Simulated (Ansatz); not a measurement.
# Lattice dynamics of Li(100) slab, 3 layers

Wanted: vibrations and spectra of Li(100) slab, 3 layers; the cell is already relaxed. After the zone centre comes a 4×4×1 q mesh on a 12×12×1 k mesh.

Main program and level: Ansatz 0.2.0; DFT PBE, scalar-relativistic, plane waves, PAW.

## 1. Starting point

The cell holds 3 atoms: 3 Li. Its edges and angles: a = 2.975 Å, b = 2.975 Å, c = 32.436 Å, α = 90.0°, β = 90.0°, γ = 90.0°. Vacuum lies along c.

As a file:

```cif
data_structure
_symmetry_space_group_name_H-M 'P 1'
_symmetry_Int_Tables_number 1
_cell_length_a 2.9750
_cell_length_b 2.9750
_cell_length_c 32.4360
_cell_angle_alpha 90.000
_cell_angle_beta 90.000
_cell_angle_gamma 90.000
_cell_volume 287.07
loop_
_atom_site_label
_atom_site_type_symbol
_atom_site_fract_x
_atom_site_fract_y
_atom_site_fract_z
_atom_site_occupancy
Li1 Li 0.00000 0.00000 0.18645 1
Li2 Li 0.50000 0.50000 0.25419 1
Li3 Li 0.00000 0.00000 0.32193 1
```

## 2. Zone-centre response

The cell comes from relaxations at this level that are not shown. The zone centre comes first: it holds the modes that light can see, as far as symmetry allows. No field response is asked, since the mesh shows no gap.

Input file input.yaml:

```yaml
crystal:
  lattice:
    - [2.9749506271, 0.0, 0.0]
    - [0.0, 2.9749506271, 0.0]
    - [0.0, 0.0, 32.4359833239]
  atoms:
    - { symbol: Li, position: [0.0, 0.0, 0.1864510301] }
    - { symbol: Li, position: [0.5, 0.5, 0.2541930028] }
    - { symbol: Li, position: [0.0, 0.0, 0.3219349755] }
  periodic: [true, true, false]
kpoints:
  mp_grid: { grid: [12, 12, 1] }
hamiltonian:
  xc: pbe
scf:
  occupations: { method: methfessel_paxton, width: 0.15 }
output:
  eigenvalues: true
phonons:
  method: dfpt
```

Started as:

```sh
> ansatz run input.yaml --threads 8 --pin off --max-ram 14336MiB --backend cpu --events-out ev --progress --plain --runs-dir out
```

Numbers of over 12 decimals in the logs are rounded to 6 here.

The log of the run:

```text
Warning: crystal.symmetry: narrowed to the stabiliser of the run's FFT grids — unitary ops 16 → 8. A phonons.method: dfpt run fills in the rows of the dynamical matrix that it does not solve by its symmetry operations, which is exact only for operations that map its FFT grids onto themselves: filled in by any other, the frequencies could depend on the order in which like atoms are typed, or, by more than the grids' own error, on where the crystal sits among the grids' points. Excluded: 8 operations. The run can therefore solve more perturbations, solve them on more k-points, or both, and cost more. [rest of the remark cut]
Engine: ansatz 0.2.0, x86_64-unknown-linux-gnu
Pseudopotentials: kind: paw
Pseudopotential: Li, paw, valence charge 3, recommended cutoff 420 eV (normal), Li.paw.azcp
Functional definition: PBE
  parameter kappa = 0.804
  parameter beta = 0.066725
  exchange = pbe_x(kappa = kappa, mu = beta*pi^2/3)
  correlation = pbe_c(beta = beta)
Crystal: 3 atoms, lattice volume = 287.069 Å³
Basis set: ecut = 420 eV, 5441 PW (Γ), exchange–correlation on 40×40×450 points (8 copies of the dense FFT grid, shifted against one another)
Bands: 9, of which v1, the nominal top of the filled ones, is band 5 counted from 1 (4 counted from 0)
Symmetry: 16 space group operations
k-points: 49 of 144 (irreducible under 2 space group operations, time reversal used)
Non-local potential: Li, projectors of the file, l = 0: 3, l = 1: 2, l = 2: 1
PAW form: soft (Blöchl's): semilocal exchange-correlation on the pseudo side does not see the compensation charge
PAW one-centre angular grid: Li, 110 points (default); XC on 64 Gauss nodes
Initial density: superposition of atomic densities (neutral atoms: chi_scale 0, normalization atom), corrected by the library's trained network
Initial wavefunctions: pseudopotential atomic-orbital guess
Functional: x = pbe(κ = 0.804, μ = 0.219515), c = pbe(β = 0.066725)
SCF iter   1: F=—  HF=-613.515826 eV  |F-HF|=—  |Δ(HF+E_count)|=         —  Δρ=6.39e-4  dr2=2.06e-2  ethr=1.77e-3  ⟨swp⟩=7.8  Hψ=4018  notcnv=0
preconditioner: auto → LDOS  [metal: Δε(μ)=0.110 eV  Ē_g=3.979 eV  σ=0.150 eV  W_gap=0.47  n_scr=14 (ndim 8)  ℏωp=3.8 eV  f_vac=0.699  D(μ)=1.84/eV (n_scr^D=10)  β→1.0]
SCF iter   2: F=—  HF=-613.513199 eV  |F-HF|=—  |Δ(HF+E_count)|=   2.63e-3  S|Δr|=    0.00e0  Δρ=3.03e-4  dr2=9.18e-4  ethr=2.28e-4  ⟨swp⟩=1.3  Hψ=864  notcnv=0
SCF iter   3: F=—  HF=-613.513785 eV  |F-HF|=—  |Δ(HF+E_count)|=   5.87e-4  S|Δr|=    0.00e0  Δρ=1.07e-4  dr2=3.34e-4  ethr=1.02e-5  ⟨swp⟩=1.7  Hψ=523  notcnv=0
SCF iter   4: F=—  HF=-613.513837 eV  |F-HF|=—  |Δ(HF+E_count)|=   5.18e-5  S|Δr|=    0.00e0  Δρ=3.26e-5  dr2=1.06e-5  ethr=3.72e-6  ⟨swp⟩=1.6  Hψ=474  notcnv=0
SCF iter   5: F=—  HF=-613.513846 eV  |F-HF|=—  |Δ(HF+E_count)|=   9.15e-6  S|Δr|=    0.00e0  Δρ=7.74e-6  dr2=5.85e-7  ethr=1.18e-7  ⟨swp⟩=1.8  Hψ=501  notcnv=0
SCF iter   6: F=—  HF=-613.513839 eV  |F-HF|=—  |Δ(HF+E_count)|=   6.95e-6  S|Δr|=    0.00e0  Δρ=1.00e-6  dr2=3.36e-9  ethr=6.50e-9  ⟨swp⟩=1.7  Hψ=483  notcnv=0
SCF iter   7: F=—  HF=-613.513839 eV  |F-HF|=—  |Δ(HF+E_count)|=   1.33e-8  S|Δr|=    0.00e0  Δρ=2.11e-7  dr2=1.31e-10  ethr=3.73e-11  ⟨swp⟩=2.5  Hψ=620  notcnv=0
SCF iter   8: F=-613.513839 eV  HF=-613.513839 eV  |F-HF|=6.06e-11  |Δ(HF+E_count)|=  8.86e-10  S|Δr|=    0.00e0  Δρ=3.00e-8  dr2=1.98e-12  ethr=1.00e-12  ⟨swp⟩=9.4  Hψ=2391  notcnv=0
SCF 1 converged in 8 iterations: F = -613.513839 eV  dr2 = 1.98e-12
  greatest PAW one-centre occupation: 1.000 electrons in one spin orbital (limit 2), on the Li atom at site 2 (counted from 0), in its partial waves of l = 0
DFPT response loops at Γ: preconditioner auto → none (partly filled bands, converged f_vac=0.693); β = 0.50; Broyden in place of MSR1
SCF converged after 8 iterations
Stability not checked: this state was not tested for a lower state beside it, because cold or Methfessel-Paxton smearing, or corrected tetrahedra, fill the levels in a way that the test cannot read (fill_not_monotonic; see scf.lower_state_search)
Free energy (F): -613.513839 eV
Harris-Foulkes:  -613.513839 eV  (|F-HF|=6.06e-11)
Internal energy: -613.512445 eV  (E = F + TS)
E sigma→0 (E₀):  -613.513491 eV
Entropy (-TS):   -0.001395 eV (-0.465 meV/atom)
Fermi energy:    -3.264907 eV
--- Per-component energies (eV) ---
  E_band       = -313.873066
  E_kinetic    = 63.101431
  E_local      = -5348.876198  (includes V_loc(G=0)·N_el)
  E_nonlocal   = -99.755373
  E_hartree    = 2573.813935
  E_xc         = -29.618496
  E_vxc        = -38.105757  (∫ρ·V_xc dr)
  E_paw        = -63.010176  (= ΣΔE_a)
  E_vpaw       = -37.865078  (= ΣTr[D̂ρ^β])
  E_aug_tail   = 0.000028  (compensation charges beyond the density's cutoff)
  E_ewald      = 2290.832404
  E_smearing   = -0.001395  (= −TS)
  E_closure    = -0.000000  (closes the sum)
  Σ components = -613.513839   (vs F -613.513839, Δ=0.00e0)
--- Band table (eV; the first three rows and the last of 49) ---
  k-point 0: bands = ["-50.2369", "-50.2367", "-49.6557", "-6.5372", "-5.3779", "-3.7229", "-2.5924", "-0.3459", "-0.1226"]
  k-point 1: bands = ["-50.2363", "-50.2362", "-49.6551", "-6.4502", "-5.2894", "-3.6244", "-2.4767", "-0.2397", "-0.0058"]
  k-point 2: bands = ["-50.2348", "-50.2347", "-49.6536", "-6.1896", "-5.0268", "-3.3360", "-2.1302", "0.0630", "0.3445"]
  k-point 48: bands = ["-50.2207", "-50.2207", "-49.6393", "-1.0751", "-1.0751", "0.3369", "0.3369", "1.5264", "1.8675"]
--- Phonons (Γ-DFPT): 6 representative perturbations + reference, on 49 of 144 k-points (Σ response iterations 23) ---
  ASR residual: 3.665e-5 → 0.000e0 eV/Å²; symmetrization residual: 2.234e-6 eV/Å²
  The last average, over the group as it would stand without the narrowing to the FFT grids, took up to 1.982e-6 eV/Å² of the zone centre's force constants
  ASR residual per site (eV/Å²): 3.67e-5 2.49e-5 3.60e-5
  Γ frequencies (cm⁻¹): 0.00 0.00 0.00 100.43 100.43 168.53 198.82 198.82 302.72
  non-analytic LO–TO correction: not included (Born effective charges unavailable; polar crystals: no LO–TO splitting at Γ)
```

It took 7.4 s on 8 threads of Intel Xeon Platinum 8488C (Sapphire Rapids), shared host; peak memory 0.9 GiB; 45 s of CPU time.

Numbers from this step:

```yaml
gap_on_the_k_mesh: 0 eV
sum_rule_residual_before_enforcement: 3.67e-5 eV/Å²
point_group: 4/mmm
area_per_atom: 2.95 Å²
highest_optical_mode_at_the_zone_centre_no_lo_to_term: 302.7 cm⁻¹
lowest_optical_zone_centre_mode: 100.4 cm⁻¹
```

Patterns of degenerate modes are one choice out of their space. Modes at Γ:

```csv
mode,frequency (cm⁻¹),symmetry
1,0.0,acoustic
2,0.0,acoustic
3,0.0,acoustic
4,100.4,Eg
5,100.4,Eg
6,168.5,A1g
7,198.8,Eu
8,198.8,Eu
9,302.7,A2u
```

Displacements in mode 4 (100.4 cm⁻¹), the largest set to 1:
```
Li1 -0.01 -1.00  0.00
Li2  0.00  0.00  0.00
Li3  0.01  1.00  0.00
```

Displacements in mode 9 (302.7 cm⁻¹), the largest set to 1:
```
Li1  0.00  0.00 -0.50
Li2  0.00  0.00  1.00
Li3  0.00  0.00 -0.50
```

Before it was imposed, the acoustic sum rule was missed by 3.7e-5 eV/Å². Small misses are needed for a sound result but don't prove that mesh and cutoff are converged. The lowest optical mode is real, 100 cm⁻¹.

## 3. Phonons on a q mesh

Stability and thermal properties need the whole zone. Linear response on a 4×4×1 q mesh gives force constants as far as a supercell of that size would.

Changes to input.yaml since step 2:

```diff
@@ -20 +20,6 @@
   method: dfpt
+  qmesh: [4, 4, 1]
+  temperatures: { t_max: 1000, t_step: 50 }
+  qpath:
+    path: [[0.0, 0.0, 0.0], [0.0, 0.5, 0.0], [0.5, 0.5, 0.0], [0.0, 0.0, 0.0]]
+    npoints: 10
```

The log of the run:

```text
[...]
Crystal: 3 atoms, lattice volume = 287.069 Å³
Basis set: ecut = 420 eV, 5441 PW (Γ), exchange–correlation on 40×40×450 points (8 copies of the dense FFT grid, shifted against one another)
Bands: 9, of which v1, the nominal top of the filled ones, is band 5 counted from 1 (4 counted from 0)
[... 1 set-up line as in the run before ...]
k-points: 28 of 144 (irreducible under 8 space group operations)
[...]
SCF iter   1: F=—  HF=-613.515834 eV  |F-HF|=—  |Δ(HF+E_count)|=         —  Δρ=6.39e-4  dr2=2.06e-2  ethr=1.77e-3  ⟨swp⟩=7.7  Hψ=2259  notcnv=0
[...]
SCF iter   8: F=-613.513839 eV  HF=-613.513839 eV  |F-HF|=6.04e-11  |Δ(HF+E_count)|=   1.00e-9  S|Δr|=    0.00e0  Δρ=3.01e-8  dr2=2.04e-12  ethr=1.00e-12  ⟨swp⟩=9.6  Hψ=1395  notcnv=0
SCF 1 converged in 8 iterations: F = -613.513839 eV  dr2 = 2.04e-12
[...]
phonons: the bands overlap, so this run is a metal and interpolates without the dipole-dipole term. If the crystal is really an insulator or semiconductor, its LO-TO splitting is missing
NSCF: frozen V_eff on 28 k-points
[...]
DFPT response loops at q = (0, 0, 0) (fractional): preconditioner auto → none (partly filled bands, converged f_vac=0.693); β = 0.50; Broyden in place of MSR1
[...]
SCF converged after 8 iterations
[...]
Free energy (F): -613.513839 eV
[...]
Internal energy: -613.512445 eV  (E = F + TS)
E sigma→0 (E₀):  -613.513491 eV
Entropy (-TS):   -0.001395 eV (-0.465 meV/atom)
Fermi energy:    -3.264906 eV
[...]
--- Band table (eV; the first three rows and the last of 28) ---
[...]
--- Phonons (Γ-DFPT): 6 representative perturbations + reference (Σ response iterations 23) ---
  ASR residual: 3.772e-5 → 0.000e0 eV/Å²; symmetrization residual: 3.615e-7 eV/Å²
[...]
ASR residual per site (eV/Å²): 3.72e-5 2.45e-5 3.77e-5
  Γ frequencies (cm⁻¹): 0.00 0.00 0.00 100.43 100.43 168.53 198.82 198.82 302.72
--- Phonons (arbitrary-q DFPT): 6 irreducible q on the 4×4×1 mesh ---
  q = [0.0000, 0.0000, 0.0000] (star 1, of the zone-centre solve; hermiticity 4.64e-7, symmetrization 2.64e-13, taken by the last average 9.98e-7): -0.00 0.00 0.00 100.43 100.43 168.53 198.82 198.82 302.72
  q = [0.0000, 0.2500, 0.0000] (star 4, 9 solved perturbations on 84 of 144 k-point pairs; hermiticity 2.87e-7, symmetrization 2.20e-9, taken by the last average 1.48e-6): -28.77 76.64 92.70 131.90 132.87 205.72 226.11 274.74 303.20
[...]
q = [0.2500, 0.2500, 0.0000] (star 4, 6 solved perturbations in 666 linear systems a pass and spin channel, the states on 144 of 144 k-point pairs; hermiticity 7.71e-7, symmetrization 2.51e-9, taken by the last average 4.84e-7): 114.97 128.42 195.81 202.12 204.58 250.54 257.18 285.27 297.50
[...]
sum rule: each row above includes the acoustic sum rule's correction from the zone centre's row sums; it moved no ω² by more than (1.22 cm⁻¹)²
  mesh force constants: q→R imaginary residual 2.61e-18; ASR residual 3.772e-5 → 0.000e0 eV/Å²; symmetrization residual 4.441e-16 eV/Å²
  interpolated dispersion: 31 rows × 9 modes
  density of states and harmonic sums: on the 24×24×1 q-mesh, interpolated from the force constants of a 4×4×1 supercell (no non-analytic term)
  largest difference from the sums on the solved wave vectors: F 6.18e-2 eV, S 8.82e-5 and C_V 2.65e-5 eV/K
  zero-point energy: 0.113679 eV/cell   skipped modes (ω ≤ 0): 18, of them read as no rigid motion or as one in doubt: 15 (1.250e-1 modes/cell left out, lowest -36.26 cm⁻¹)   left out of the sums: 1.45e-2 of the cell's modes: C_V's classical limit lies that fraction below 3 k_B per atom; for a crystal, a wire or a layer, F and S can be off by more, and a phonons.interpolated_qmesh denser along its periods is the remedy for the sampling
```

It took 51 s on 8 threads; peak memory 1.3 GiB; 6.1 min of CPU time.

Numbers from this step:

- sum-rule residual before enforcement: 3.77e-5 eV/Å²
- lowest frequency on the path: -34.63 cm⁻¹
- highest frequency on the path or at a solved wavevector: 348.9 cm⁻¹
- lowest mode on the q mesh (acoustic modes at Γ apart): -28.77 cm⁻¹

Frequencies (cm⁻¹) solved at each irreducible wavevector; negative means imaginary. Frequencies by wavevector, by row:

```csv
q in reciprocal lattice units,star,mode 1,mode 2,mode 3,mode 4,mode 5,mode 6,mode 7,mode 8,mode 9
0 0 0,1,0,0,0,100.4,100.4,168.5,198.8,198.8,302.7
0 0.25 0,4,-28.8,76.6,92.7,131.9,132.9,205.7,226.1,274.7,303.2
0 -0.5 0,2,24.3,26.1,118.9,128.3,205.5,226.4,286.9,314.6,314.7
0.25 0.25 0,4,115,128.4,195.8,202.1,204.6,250.5,257.2,285.3,297.5
0.25 -0.5 0,4,125.3,178.7,229.9,229.9,232.4,236.6,304.2,311.2,322.9
-0.5 -0.5 0,1,140.9,160.4,247.6,290.3,290.3,327,327,348.9,348.9
```

Interpolated from a 4×4×1 q mesh. Phonon branches along the path, in cm⁻¹:

```csv
point,branch 1,branch 2,branch 3,branch 4,branch 5,branch 6,branch 7,branch 8,branch 9
Γ,0,0,0,100,100,168,199,199,303
halfway,-29,77,93,132,133,206,226,275,303
X,24,26,119,128,206,226,287,315,315
halfway,125,179,230,230,232,237,304,311,323
M,141,160,248,290,290,327,327,349,349
halfway,115,128,196,202,205,250,257,285,298
Γ,0,0,0,100,100,168,199,199,303
```

The phonon branches as a text plot (rows in cm⁻¹):

```
    341 |                           **************
    325 |                     ******************  **
    309 |******************************      ***           ******
    293 |         **     ******     ** ***********  *******
    277 |       **   ****           ***      *******   **
    261 |      *    *             **            **  ***
    245 |         *****             **************  ***  **
    229 |    ** ****   *************              **   **
    213 |  **   **       *     **                        *****
    197 |**    *       ** *******                   ***  **   ***
    181 |  *****              ****                     **
    165 |******      **       *   ****************     **     ***
    149 |  **  *    *       ***                   **     *****
    133 |      *************     **********************  *****
    117 | *  **   ********     **                   *****     **
    101 |****               ***                          **     *
     85 |  *******          **                         **  ***
     69 |      *****                                       ***
     53 |           *     **                                  **
     37 | *  **      ****                                **
     21 |           ******                                    **
      5 |*                                                      *
    -11 | ***     **
    -27 | ********                                         *****
         Γ               X               M                      Γ
```

Tetrahedra on a 24×24×1 mesh, mean over bins of 5 cm-1. Interpolated from a 4×4×1 q mesh. The phonon density of states by wavenumber; read off at these points:

```csv
wavenumber (cm⁻¹),phonon density of states (1/cm⁻¹/cell)
-38,1.1e-4
-22,0.00546
-12,0.00277
2,0.00276
18,0.00417
28,0.00655
42,0.00876
58,0.00999
68,0.0121
82,0.0105
98,0.0153
108,0.0189
122,0.0462
128,0.0578
138,0.0395
148,0.0260
162,0.0504
172,0.0259
188,0.0231
202,0.0251
212,0.0222
228,0.0356
242,0.0532
252,0.0274
268,0.0257
282,0.0331
288,0.0410
292,0.0323
302,0.0977
308,0.0500
322,0.0245
332,0.0123
348,0.00772
```

Symmetry leaves 6 wavevectors to solve. The lowest mode among them, the acoustic zeros apart, lies at q = (0, 0.25, 0) and is imaginary, 28.8i cm⁻¹, so the energy falls along it. Between them the interpolated path dips to 35i cm⁻¹.

## 4. Summary of results

| Item | Value |
| --- | --- |
| space group (within 0.01 Å) | P4/mmm |
| area per atom | 2.95 Å² |
| electronic character | no gap on this mesh |
| highest optical mode at the zone centre (no LO-TO term) | 303 cm⁻¹ |
| lowest optical zone-centre mode | 100 cm⁻¹ |
| lowest mode on the q mesh (acoustic modes at Γ apart) | -28.8 cm⁻¹ |
| highest frequency on the path or at a solved wavevector | 349 cm⁻¹ |
| imaginary modes on the 4×4×1 q mesh | yes |

What this shows: Modes are clearly imaginary (beyond 10i cm⁻¹) at 1 of the 6 irreducible wavevectors, most at q = (0, 0.25, 0) (28.8i cm⁻¹), so this structure is not a minimum of the energy. The optical modes at Γ span 100 to 303 cm⁻¹. With no gap, or one that is small against the smearing, the frequencies hang on the k mesh and the smearing, most of all near Kohn anomalies. In a sheet or slab the interpolated bending branch near Γ is rough, since the rotational sum rule isn't imposed. A phonon run warned that its eigensolver left some bands unconverged in a pass. The starting cell was built on a prototype and not taken from a measurement. These are harmonic frequencies at zero temperature: anharmonic shifts, linewidths and thermal expansion are left out.

[Logs are printed without paths, hosts, clocks, repeated set-up lines and the standing remarks that a program may print on its own settings, such as how far it seeks lower states.]

[Hosts, paths, dates, database ids (printed as entryN), source tags and the programs' standing remarks are cut or masked in the printed files.]
